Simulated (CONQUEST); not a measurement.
Crystal: Tl.

```
CELL_PARAMETERS angstrom
3.91199 0.00000 0.00000
0.00000 3.91199 0.00000
0.00000 0.00000 3.91199
ATOMIC_POSITIONS crystal
Tl 0.00000 0.00000 0.00000
Tl 0.50000 0.50000 0.50000
```

This isn't the form of Tl at room conditions, which is hcp.

| Property | Result |
| --- | --- |
| Program | CONQUEST 1.3 |
| Task | single point |
| Functional | PBE |
| Potentials or basis | PseudoDojo NC PBE, DZP, grid cutoff 120 Ha |
| k mesh | 7 × 7 × 7 |
| Occupations | fermi-dirac, width 0.05 eV |
| Spin | no spin polarisation |

On this cell: pressure 1.4 GPa; largest force zero by symmetry; band gap on the k mesh none (metal or under the smearing width).

The same run follows on a disturbed copy (atoms of the box moved at random, drawn with an rms of 0.05 Å):

```
Tl
1.0
     3.91199    0.00000    0.00000
     0.00000    3.91199    0.00000
     0.00000    0.00000    3.91199
Tl
2
Direct
  0.99917 0.99766 0.01167
  0.48793 0.49915 0.50188
```

Question: What does the disturbed cell give?

Answer: The energy (extrapolated to zero smearing) moves by +1.3 meV/atom; pressure 1.7 GPa; largest force 0.078 eV/Å; band gap on the k mesh none (metal or under the smearing width).

Forces in eV/Å, atoms in the order of the input:
```
Tl  -0.058  0.011 -0.051
Tl   0.060 -0.007  0.049
```

Stress tensor (GPa, compression positive):
```
1.77 0.00 0.03
0.00 1.43 0.00
0.03 0.00 1.78
```

Caveats: the box holds several primitive cells, so bands are folded and the points are those of the box's own zone; the basis of atomic orbitals isn't converged, which shifts pressures, moduli and gaps.
